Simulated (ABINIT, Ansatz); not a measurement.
Given: the input of a run of ABINIT 10.8.3 (patched build) on CuO (Tenorite). 

Contents of run.abi:

```
# Pseudopotentials
pp_dirpath "./"
pseudos "Cu.GGA_PBE-JTH.xml, O.GGA_PBE-JTH.xml"

# Structure
acell 3*1.0
rprim
     4.4254551250    -3.2338883171     0.0000000000
     4.4254551250     3.2338883171     0.0000000000
    -1.6063190351     0.0000000000     9.5579879301
ntypat 2
znucl 29 8
natom 4
typat 1 1 2 2
xcart
     0.7459112866    -0.8556500000     2.5289346974
     1.1709250000     0.8556500000     0.0000000000
     1.7043294299     0.2792841600     3.7934020460
     2.1293431433    -0.2792841600     1.2644673487 Angstrom
chkprim 0
chksymtnons 0
tolsym 1.0e-6

# Plane-wave basis
ecut 26.0
pawecutdg 48.0

# k points
kptopt 1
ngkpt 10 10 5
nshiftk 1
shiftk 0.0 0.0 0.0

# Exchange and correlation
ixc 11

# Bands and occupations
nband 30
occopt 3
tsmear 0.05 eV

# SCF cycle
nstep 100
tolvrs 1.0e-9

# Output
iomode 3
prtwf 0
prtden 0
prteig 0
prtebands 0
```

Potentials or basis: JTH PAW PBE v2.0.

Command:

```sh
$ abinit run.abi > log 2>&1
```

Task: What does the same run look like in Ansatz 0.2.0? Potentials or basis there: all-electron LAPW, scalar-relativistic.

Result: As run (cutoffs and basis follow the program's own potentials, and thresholds, step limits or extra output files can differ):

The input input.yaml:

```yaml
crystal:
  lattice:
    - [2.34185, -1.7113, 0.0]
    - [2.34185, 1.7113, 0.0]
    - [-0.8500274268, 0.0, 5.0578693947]
  atoms:
    - { symbol: Cu, position: [0.5, 0.0, 0.5] }
    - { symbol: Cu, position: [0.0, 0.5, 0.0] }
    - { symbol: O, position: [0.4184, 0.5816, 0.75] }
    - { symbol: O, position: [0.5816, 0.4184, 0.25] }
kpoints:
  mp_grid: { grid: [10, 10, 5] }
scf:
  occupations: { method: fermi_dirac, width: 0.05 }
hamiltonian:
  xc: pbe
  pseudopotentials: { kind: all_electron, lapw: { basis_error: 0.001 } }
output:
  forces: true
  stress: true
  eigenvalues: true
  populations: true
```

Potentials or basis: all-electron LAPW, scalar-relativistic.

The run is started by

```bash
$ ansatz run input.yaml --threads 2 --pin off --max-ram 6144MiB --backend cpu --events-out ev --progress --plain --runs-dir out
```

Both were run:

|  | ABINIT | Ansatz |
| --- | --- | --- |
| Pressure | 5.5 GPa | 5.7 GPa |
| Largest force | 0.251 eV/Å | 0.259 eV/Å |

Where Ansatz's input types no cutoff or centring, it takes its own default and a Γ-centred mesh.

Pressure is positive in compression.
